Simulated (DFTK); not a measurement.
Crystal: FeO (Wuestite).

```
Fe O
1.0
     0.00000    2.15540    2.15540
     2.15540    0.00000    2.15540
     2.15540    2.15540    0.00000
Fe O
1 1
Direct
  0.00000 0.00000 0.00000
  0.50000 0.50000 0.50000
```

Base run:

```yaml
Program: DFTK 0.8.2
Functional: PBE
Potentials_or_basis: dojo.nc.sr.pbe.v0_4_1.standard.upf (PBE)
Cutoff: 1225 eV
k_mesh: 11 × 11 × 11
Occupations: fermi-dirac, width 0.05 eV
Spin: collinear spin, ferromagnetic start
Starting_moments: "[3.0, 0.0] μB"
```

Its results: band gap on the k mesh none (metal or under the smearing width); pressure -1.0 GPa; net moment 4.00 μB per cell; site moments Fe +3.66; O +0.34 μB.

Problem. The run is repeated on the same cell with these changes: functional from PBE to PBEsol; potentials or basis from dojo.nc.sr.pbe.v0_4_1.standard.upf (PBE) to dojo.nc.sr.pbesol.v0_4_1.standard.upf (PBEsol). What comes out?

Solution. Band gap on the k mesh none (metal or under the smearing width); pressure -9.2 GPa; net moment 4.00 μB per cell; site moments Fe +3.65; O +0.35 μB.

Caveats: a cell with one magnetic atom can't hold antiferromagnetic order, which such compounds often take; semilocal functionals often make such compounds metallic where correlation or magnetic order opens a gap, which also shifts bond lengths.

Not every run made on this cell is shown here.
